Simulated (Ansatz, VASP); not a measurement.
# Zr: VASP beside Ansatz

```xyz
2
Lattice="3.2320 0.0000 0.0000 -1.6160 2.7990 0.0000 0.0000 0.0000 5.1470" Properties=species:S:1:pos:R:3 pbc="T T T"
Zr    0.0000    1.8660    1.2868
Zr    1.6160    0.9330    3.8603
```

Alike in both runs: task single point; functional PBE; k mesh 13 × 13 × 7; occupations fermi-dirac, width 0.08 eV; no spin polarisation.

```csv
,VASP,Ansatz
version,VASP 6.6.1,Ansatz 0.2.0
potentials or method,"VASP PAW PBE potentials, release 64 (Zr_sv), cutoff 520 eV","all-electron LAPW, scalar-relativistic"
```

```tsv
	VASP	Ansatz	Ansatz less VASP
pressure (GPa)	0.5	0.5	+0.01
largest component of the traceless stress (GPa)	0.45	0.45	+0.001
```

Ansatz ran all-electron here, so the differences hold the error of VASP's frozen core and of both bases.
